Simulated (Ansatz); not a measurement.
# TlBr3: the cost of one run

Computed with Ansatz 0.2.0 (DFT PBE, scalar-relativistic, plane waves, PAW, unless a step's input says otherwise).

### 1 The starting structure

The structure is hexagonal, space group P6/mmm (No. 191). Conventional cell: a = 5.955 Å, b = 5.955 Å, c = 6.285 Å, α = 90.00°, β = 90.00°, γ = 120.00°. Tl (site symmetry 6/mmm) is surrounded by 8 Br at 3.14 to 3.44 Å. Br (site symmetry 6/mmm) has 2 Tl at 3.14 Å as nearest neighbours. Around Br (site symmetry -6m2) lie 3 Tl at 3.44 Å and 3 Br at 3.44 Å.

As a file:

```cif
data_structure
_symmetry_space_group_name_H-M 'P6/mmm'
_symmetry_Int_Tables_number 191
_cell_length_a 5.9552
_cell_length_b 5.9552
_cell_length_c 6.2851
_cell_angle_alpha 90.000
_cell_angle_beta 90.000
_cell_angle_gamma 120.000
_cell_volume 193.03
loop_
_atom_site_label
_atom_site_type_symbol
_atom_site_symmetry_multiplicity
_atom_site_Wyckoff_symbol
_atom_site_fract_x
_atom_site_fract_y
_atom_site_fract_z
_atom_site_occupancy
Tl1 Tl 1 a 0.00000 0.00000 0.00000 1
Br1 Br 1 b 0.00000 0.00000 0.50000 1
Br2 Br 2 c 0.33333 0.66667 0.00000 1
```

This is candidate A: anti-Li3N type (P6/mmm, No. 191).

(A quick probe on a coarse mesh, which set the mesh and smearing, is not shown.)

### 3 Relaxing cell and atoms (candidate A)

Contents of input.yaml:

```yaml
crystal:
  lattice:
    - [5.9551904164, 0.0, 0.0]
    - [-2.9775952082, 5.1573461851, 0.0]
    - [0.0, 0.0, 6.2850855081]
  atoms:
    - { symbol: Tl, position: [0.0, 0.0, 0.0] }
    - { symbol: Br, position: [0.0, 0.0, 0.5] }
    - { symbol: Br, position: [0.3333333333, 0.6666666667, 0.0] }
    - { symbol: Br, position: [0.6666666667, 0.3333333333, 0.0] }
basis:
  ecutwfc: 420
kpoints:
  mp_grid: { grid: [12, 12, 8] }
hamiltonian:
  xc: pbe
scf:
  occupations: { method: gaussian, width: 0.1 }
output:
  forces: true
  stress: true
  eigenvalues: true
relax:
  adjacent_minimum: "off"
  f_tol: 0.01
  max_steps: 80
  cell: { stress_tol: 0.05 }
```

The run is started by

```sh
$ ansatz run input.yaml --threads 1 --pin off --max-ram 2560MiB --backend cpu --events-out ev --progress --plain --runs-dir out
```

What time and memory should one allow on 1 thread of AMD EPYC 9R45 (Zen 5), shared host?

About 35 s, with a peak of 0.67 GiB.
